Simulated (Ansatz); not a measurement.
Crystal: CuO (Tenorite).

```
Cu O
1.0
     2.34185   -1.71130    0.00000
     2.34185    1.71130    0.00000
    -0.85003    0.00000    5.05787
Cu O
2 2
Direct
  0.50000 0.00000 0.50000
  0.00000 0.50000 0.00000
  0.41840 0.58160 0.75000
  0.58160 0.41840 0.25000
```

| Item | Value |
| --- | --- |
| Program | Ansatz 0.2.0 |
| Task | relaxation of cell and atoms |
| Functional | PBEsol |
| Dispersion | D3(BJ)-ATM |
| Potentials or basis | Ansatz PAW |
| Cutoff | 420 eV (not typed: the program's choice for these potentials) |
| k mesh | 10 × 10 × 5 |
| Occupations | fermi-dirac, width 0.05 eV |
| Spin | no spin polarisation |

At the start: volume 10.13 Å³/atom.

Question: Where does the relaxation end?

Answer: It ends after 26 steps and the volume is 10.47 Å³/atom (+3.4 %); space group P4_2/mmc (No. 131, to 0.05 Å).

Step by step:
```
step  energy change (eV)  largest force (eV/Å)  volume (Å³)
   1              0.0000                0.3619        40.54
   2             -0.0275                0.2816        40.14
   3             -0.0592                0.0146        39.81
   4             -0.0658                0.0156        40.23
   5             -0.0708                0.0018        41.04
   6             -0.0724                0.0065        41.07
   7             -0.0738                0.0002        41.03
   8             -0.0739                0.0003        41.01
   9             -0.0910                0.0018        41.01
  10             -0.0984                0.0508        41.10
  11             -0.0977                0.0036        41.89
  12             -0.1003                0.0079        41.65
  13             -0.1004                0.0027        41.65
  14             -0.1004                0.0005        41.64
  15             -0.1096                0.0014        41.64
  16             -0.1124                0.0010        41.81
  17             -0.1124                0.0016        41.85
  18             -0.1151                0.0025        41.85
  19             -0.1158                0.0026        41.87
  20             -0.1157                0.0001        41.89
  21             -0.1162                0.0001        41.89
  22             -0.1163                0.0001        41.90
  23             -0.1163                0.0003        41.90
  24             -0.1164                0.0002        41.90
  25             -0.1165                0.0000        41.90
  26             -0.1164                0.0000        41.90
```

Final structure:
```
Cu O
1.0
     2.02796   -2.02520    0.15723
     2.02796    2.02520    0.15723
    -0.39652    0.00000    5.07023
Cu O
2 2
Direct
  0.50000 0.00000 0.50000
  0.00000 0.50000 0.00000
  0.49981 0.50019 0.75000
  0.50019 0.49981 0.25000
```

Caveat: the plane-wave basis is chosen anew once the cell has moved, so the energies of steps on either side of that aren't comparable; the pressure holds a Pulay correction of +0.7 GPa for the finite cutoff; the run has no spin polarisation, though such a crystal can be magnetic; pairwise dispersion overbinds metals, which lowers pressure and volume; the PAW data sets come from PBE, with cores solved anew for the run's functional, which leaves a small shift of forces and pressure.
